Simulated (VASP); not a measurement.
Crystal: Sb.

```
CELL_PARAMETERS angstrom
2.15420 1.24373 3.75800
-2.15420 1.24373 3.75800
0.00000 -2.48746 3.75800
ATOMIC_POSITIONS crystal
Sb 0.23349 0.23349 0.23349
Sb 0.76651 0.76651 0.76651
```

```yaml
Program: VASP 6.6.1
Task: relaxation of cell and atoms
Functional: rev-vdW-DF2
Potentials_or_basis: VASP PAW PBE potentials, release 64 (Sb)
Cutoff: 600 eV
k_mesh: 12 × 12 × 10
Occupations: methfessel-paxton, width 0.1 eV
Spin: no spin polarisation
```

At the start: pressure 2.1 GPa; volume 30.21 Å³/atom.

Q: Where does the relaxation end?

A: Over 10 steps the energy falls by 7.8 meV/atom and the volume is 31.08 Å³/atom (+2.9 %); space group R-3m (No. 166, to 0.05 Å).

Step by step:
| step | energy change (eV) | largest force (eV/Å) | pressure (GPa) | volume (Å³) |
| --- | --- | --- | --- | --- |
| 1 | 0.0000 | 0.2759 | 2.11 | 60.41 |
| 2 | -0.0078 | 0.1224 | -1.38 | 63.96 |
| 3 | -0.0152 | 0.0317 | -0.04 | 62.45 |
| 4 | -0.0152 | 0.0363 | -0.01 | 62.41 |
| 5 | -0.0153 | 0.0290 | 0.01 | 62.35 |
| 6 | -0.0155 | 0.0074 | 0.04 | 62.18 |
| 7 | -0.0155 | 0.0002 | 0.05 | 62.12 |
| 8 | -0.0156 | 0.0100 | -0.08 | 62.24 |
| 9 | -0.0156 | 0.0056 | -0.02 | 62.18 |
| 10 | -0.0156 | 0.0008 | 0.00 | 62.16 |

Final structure:
```xyz
2
Lattice="2.1813 1.2594 3.7715 -2.1813 1.2594 3.7715 0.0000 -2.5187 3.7715" Properties=species:S:1:pos:R:3 pbc="T T T"
Sb    0.0000    0.0000    2.6566
Sb    0.0000    0.0000    8.6580
```

Caveat: the PAW data sets were made with another functional, which shifts forces and pressure a little.
